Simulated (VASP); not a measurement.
# MnS (Fm-3m) in VASP: a series of runs

Runs on MnS. Level: LDA. Tasks: single point.

Program: VASP 6.6.1. These are calculated values, not measurements. Logs are shortened: lines on timing, memory, paths and dates and some standing lists are left out, and cuts for length are marked.

## (1) The crystal as given

It takes space group Fm-3m (No. 225, cubic). The conventional cell has a = 5.224 Å, b = 5.224 Å, c = 5.224 Å, α = 90.00°, β = 90.00°, γ = 90.00°. Mn (site symmetry m-3m) has 6 S at 2.61 Å as nearest neighbours. S (site symmetry m-3m) has 6 Mn at 2.61 Å as nearest neighbours.

## (2) Single point, LDA, non-collinear spin, typed start, spin-orbit coupling

File INCAR:

```
SYSTEM = MnS
ALGO = Fast
EDIFF = 1E-6
ENCUT = 520
GGA_COMPAT = .False.
ISIF = 2
ISMEAR = 0
LASPH = .True.
LCHARG = .False.
LMAXMIX = 4
LNONCOLLINEAR = .True.
LORBIT = 11
LORBMOM = .True.
LREAL = .False.
LSORBIT = .True.
LWAVE = .False.
MAGMOM = 0 0 5 0 0 0
NBANDS = 31
NELM = 150
PREC = Accurate
SIGMA = 0.05
```

File KPOINTS:

```
k-points
0
Gamma
  6 6 6
  0 0 0
```

File POSCAR:

```
MnS
1.0
    0.0000000000      2.6122498900      2.6122498900
    2.6122498900      0.0000000000      2.6122498900
    2.6122498900      2.6122498900      0.0000000000
Mn S
1 1
Direct
    0.0000000000      0.0000000000      0.0000000000
    0.5000000000      0.5000000000      0.5000000000
```

Potentials or basis: VASP PAW LDA potentials, release 64 (Mn_pv, S).

Started as:

```sh
$ cat potpaw_LDA.64/Mn_pv/POTCAR potpaw_LDA.64/S/POTCAR > POTCAR
$ mpirun -np 1 vasp_ncl > vasp.out
```

OUTCAR:

```text
SYSTEM = MnS
   EDIFF = 1E-6
   ENCUT = 520
   ISIF = 2
   ISMEAR = 0
   LASPH = .True.
   LNONCOLLINEAR = .True.
   LORBIT = 11
   LREAL = .False.
   LSORBIT = .True.
   NELM = 150
   PREC = Accurate

 ion  position               nearest neighbor table
   1  0.000  0.000  0.000-   2 2.61   2 2.61   2 2.61   2 2.61   2 2.61   2 2.61
   2  0.500  0.500  0.500-   1 2.61   1 2.61   1 2.61   1 2.61   1 2.61   1 2.61

  LATTYP: Found a face centered cubic cell.
 ALAT       =     5.2244997800

  Lattice vectors:

 A1 = (   0.0000000000,   2.6122498900,   2.6122498900)
 A2 = (   2.6122498900,   0.0000000000,   2.6122498900)
 A3 = (   2.6122498900,   2.6122498900,   0.0000000000)

Analysis of symmetry for initial positions (statically):
=====================================================================
 Subroutine PRICEL returns:
 Original cell was already a primitive cell.

 Routine SETGRP: Setting up the symmetry group for a
 face centered cubic supercell.

 Subroutine GETGRP returns: Found 48 space group operations
 (whereof 48 operations were pure point group operations)
 out of a pool of 48 trial point group operations.

The static configuration has the point symmetry O_h .

Analysis of symmetry for dynamics (positions and initial velocities):
=====================================================================
 Subroutine PRICEL returns:
 Original cell was already a primitive cell.

 Routine SETGRP: Setting up the symmetry group for a
 face centered cubic supercell.

 Subroutine GETGRP returns: Found 48 space group operations
 (whereof 48 operations were pure point group operations)
 out of a pool of 48 trial point group operations.

The dynamic configuration has the point symmetry O_h .

Analysis of structural, dynamic, and magnetic symmetry:
=====================================================================
 Subroutine PRICEL returns:
 Original cell was already a primitive cell.

 Routine SETGRP: Setting up the symmetry group for a
 face centered cubic supercell.

 Subroutine GETGRP returns: Found  8 space group operations
 (whereof  8 operations were pure point group operations)
 out of a pool of 48 trial point group operations.

The overall configuration has the point symmetry C_4h.

 Subroutine INISYM returns: Found  8 space group operations
 (whereof  8 operations are pure point group operations),
 and found     1 'primitive' translations

----------------------------------------------------------------------------------------

                                     Primitive cell

  volume of cell :      35.6512

  direct lattice vectors                    reciprocal lattice vectors
     0.000000000  2.612249890  2.612249890    -0.191405884  0.191405884  0.191405884
     2.612249890  0.000000000  2.612249890     0.191405884 -0.191405884  0.191405884
     2.612249890  2.612249890  0.000000000     0.191405884  0.191405884 -0.191405884

  length of vectors
     3.694279223  3.694279223  3.694279223     0.331524716  0.331524716  0.331524716

  position of ions in fractional coordinates (direct lattice)
     0.000000000  0.000000000  0.000000000
     0.500000000  0.500000000  0.500000000

  ion indices of the primitive-cell ions
   primitive index   ion index
                 1           1
                 2           2

----------------------------------------------------------------------------------------

 KPOINTS: k-points

Automatic generation of k-mesh.
 Grid dimensions read from file:
 generate k-points for:    6    6    6

 Generating k-lattice:

  Cartesian coordinates                     Fractional coordinates (reciprocal lattice)
    -0.031900981  0.031900981  0.031900981     0.166666667  0.000000000  0.000000000
     0.031900981 -0.031900981  0.031900981     0.000000000  0.166666667  0.000000000
     0.031900981  0.031900981 -0.031900981     0.000000000  0.000000000  0.166666667

  Length of vectors
     0.055254119  0.055254119  0.055254119

  Shift w.r.t. Gamma in fractional coordinates (k-lattice)
[... 91 lines left out ...]

 number of electron      18.9999987 magnetization       0.0000000      0.0000000      4.4599132

 number of electron      18.9999987 magnetization       0.0000000     -0.0000000      4.4547519

 Free energy of the ion-electron system (eV)
  ---------------------------------------------------
  ext. energy  EPLUGINS =         0.00000000
  ---------------------------------------------------
  free energy    TOTEN  =       -14.98386710 eV

  energy without entropy =      -14.98227775  energy(sigma->0) =      -14.98307242

 E-fermi :   6.2637     XC(G=0): -10.9386

 val. band max:        6.2339301787   @ k =   0.0000   0.1667   0.3333
 cond. band min:       6.2935867411   @ k =   0.0000   0.0000   0.0000
 fundamental gap:      0.0596565624
 Fermi energy:         6.2637262966

 k-point     1 :       0.0000    0.0000    0.0000
  band No.  band energies     occupation
      1     -44.1576      1.00000
      2     -43.7560      1.00000
      3     -43.2404      1.00000
      4     -40.0166      1.00000
      5     -39.6194      1.00000
      6     -39.2821      1.00000
[... 805 lines left out ...]
     30      14.1218      0.00000
     31      14.3807      0.00000

 [... further k-points ...]
[... 5 lines left out ...]
  --------------------------------------------------------------------------------------
  -------------------------------------------------------------------------------------
  Total       -2.9743072     -2.9743072     -2.9727968      0.0000001      0.0000000      0.0000000
  in kB     -133.6663974   -133.6663974   -133.5985205      0.0000030      0.0000000      0.0000000
  external PRESSURE =    -133.6437718 kB  Pullay stress =       0.0000000 kB

 VOLUME and BASIS-vectors are now :
 -----------------------------------------------------------------------------
  energy-cutoff  :      520.00
  volume of cell :       35.65
      direct lattice vectors                 reciprocal lattice vectors
     0.000000000  2.612249890  2.612249890    -0.191405884  0.191405884  0.191405884
     2.612249890  0.000000000  2.612249890     0.191405884 -0.191405884  0.191405884
     2.612249890  2.612249890  0.000000000     0.191405884  0.191405884 -0.191405884

 POSITION                                       TOTAL-FORCE (eV/Angst)
 -----------------------------------------------------------------------------------
      0.00000      0.00000      0.00000         0.000000     -0.000000      0.000000
      2.61225      2.61225      2.61225         0.000000      0.000000     -0.000000
 -----------------------------------------------------------------------------------
    total drift:                               -0.000000      0.000000      0.000000

  FREE ENERGIE OF THE ION-ELECTRON SYSTEM (eV)
  ---------------------------------------------------
  free  energy   TOTEN  =       -14.9838671017 eV

  energy  without entropy=      -14.9822777471  energy(sigma->0) =      -14.98307242

 orbital moment (x)

 # of ion     p       d       tot
 ----------------------------------------
  1         0.000   0.000   0.000
  2         0.000   0.000   0.000
 ----------------------------------------
            0.000   0.000   0.000

 orbital moment (y)

 # of ion     p       d       tot
 ----------------------------------------
  1        -0.000   0.000   0.000
  2         0.000   0.000   0.000
 ----------------------------------------
            0.000   0.000   0.000

 orbital moment (z)

 # of ion     p       d       tot
 ----------------------------------------
  1        -0.001   0.014   0.014
  2         0.000   0.000   0.000
 ----------------------------------------
           -0.000   0.014   0.014

 Spin-Orbit-Coupling matrix elements

 Ion:    1  E_soc:     -0.0292408
 l=   1
     0.0000000    -0.0037564    -0.0037547
    -0.0037564     0.0000000    -0.0037564
    -0.0037547    -0.0037564     0.0000000
 l=   2
     0.0000000    -0.0002954     0.0000000    -0.0002954    -0.0003272
    -0.0002954     0.0000000    -0.0008839    -0.0000823    -0.0002924
     0.0000000    -0.0008839     0.0000000    -0.0008839     0.0000000
    -0.0002954    -0.0000823    -0.0008839     0.0000000    -0.0002924
    -0.0003272    -0.0002924     0.0000000    -0.0002924     0.0000000
 l=   3
     0.0000000     0.0000000     0.0000000     0.0000000     0.0000000     0.0000000     0.0000000
     0.0000000     0.0000000     0.0000000     0.0000000     0.0000000     0.0000000     0.0000000
     0.0000000     0.0000000     0.0000000     0.0000000     0.0000000     0.0000000     0.0000000
     0.0000000     0.0000000     0.0000000     0.0000000     0.0000000     0.0000000     0.0000000
     0.0000000     0.0000000     0.0000000     0.0000000     0.0000000     0.0000000     0.0000000
     0.0000000     0.0000000     0.0000000     0.0000000     0.0000000     0.0000000     0.0000000
     0.0000000     0.0000000     0.0000000     0.0000000     0.0000000     0.0000000     0.0000000

 Ion:    2  E_soc:     -0.0018031
 l=   1
     0.0000000    -0.0002866    -0.0003283
    -0.0002866     0.0000000    -0.0002866
    -0.0003283    -0.0002866     0.0000000
 l=   2
     0.0000000     0.0000000     0.0000000     0.0000000     0.0000000
     0.0000000     0.0000000     0.0000000     0.0000000     0.0000000
     0.0000000     0.0000000     0.0000000     0.0000000     0.0000000
     0.0000000     0.0000000     0.0000000     0.0000000     0.0000000
     0.0000000     0.0000000     0.0000000     0.0000000     0.0000000
 l=   3
     0.0000000     0.0000000     0.0000000     0.0000000     0.0000000     0.0000000     0.0000000
     0.0000000     0.0000000     0.0000000     0.0000000     0.0000000     0.0000000     0.0000000
     0.0000000     0.0000000     0.0000000     0.0000000     0.0000000     0.0000000     0.0000000
     0.0000000     0.0000000     0.0000000     0.0000000     0.0000000     0.0000000     0.0000000
     0.0000000     0.0000000     0.0000000     0.0000000     0.0000000     0.0000000     0.0000000
     0.0000000     0.0000000     0.0000000     0.0000000     0.0000000     0.0000000     0.0000000
     0.0000000     0.0000000     0.0000000     0.0000000     0.0000000     0.0000000     0.0000000

 total charge

# of ion       s       p       d       tot
------------------------------------------
    1        0.220   6.159   4.965  11.344
    2        1.331   2.347   0.000   3.678
--------------------------------------------------
tot          1.551   8.506   4.965  15.022

 magnetization (x)

# of ion       s       p       d       tot
------------------------------------------
    1        0.000   0.000   0.000   0.000
    2        0.000   0.000   0.000   0.000
--------------------------------------------------
tot          0.000   0.000   0.000   0.000

 magnetization (y)

# of ion       s       p       d       tot
------------------------------------------
    1        0.000   0.000   0.000   0.000
    2        0.000   0.000   0.000   0.000
--------------------------------------------------
tot          0.000   0.000   0.000   0.000

 magnetization (z)

# of ion       s       p       d       tot
------------------------------------------
    1        0.045   0.032   3.970   4.047
    2        0.024   0.053   0.000   0.077
--------------------------------------------------
tot          0.069   0.085   3.970   4.124
```

Wall time 1.7 min (1 thread of AMD EPYC 7R13 (Zen 3), shared host); peak memory 0.2 GiB.

Results:

```
Free energy                                           : -14.9839 eV
Pressure                                              : -13.4 GPa
Net moment                                            : 4.45 μB per cell
Valence electrons inside the program's atomic spheres : Mn 11.34; S 3.68
```

Moments on the atoms (μB; x, y, z):
```
Mn  0.00 0.00 4.05
S   0.00 0.00 0.08
```

Caveat: a cell with one magnetic atom can't hold antiferromagnetic order, which such compounds often take.

## (3) Single point, LDA, non-collinear spin, twin_end start, spin-orbit coupling

File INCAR:

```
SYSTEM = MnS
ALGO = Fast
EDIFF = 1E-6
ENCUT = 520
GGA = CA
GGA_COMPAT = .FALSE.
ISIF = 2
ISMEAR = 0
LASPH = .TRUE.
LCHARG = .TRUE.
LMAXMIX = 4
LORBIT = 11
LORBMOM = .TRUE.
LREAL = .FALSE.
LSORBIT = .TRUE.
LVHAR = .TRUE.
LWAVE = .FALSE.
MAGMOM = 0 0 4.27 0 0 0.22
NBANDS = 31
NELM = 150
PREC = Accurate
SIGMA = 0.05
```

File KPOINTS:

```
k-points
0
G
  6 6 6
  0 0 0
```

POSCAR is that of step 2.

Potentials or basis: VASP PAW LDA potentials, release 64 (Mn_pv, S).

Started as:

```sh
$ cat potpaw_LDA.64/Mn_pv/POTCAR potpaw_LDA.64/S/POTCAR > POTCAR
$ mpirun -np 1 vasp_ncl > vasp.out
```

Wall time 1.7 min (1 thread of AMD EPYC 7R13 (Zen 3), shared host); peak memory 0.2 GiB.

It converged, with:

```yaml
Free_energy: -14.9839 eV
Pressure: -13.4 GPa
Net_moment: 4.45 μB per cell
Valence_electrons_inside_the_program's_atomic_spheres: Mn 11.34; S 3.68
```

Moments on the atoms (μB; x, y, z):
```
Mn  0.00 0.00 4.05
S   0.00 0.00 0.08
```

Caveat: a cell with one magnetic atom can't hold antiferromagnetic order, which such compounds often take.
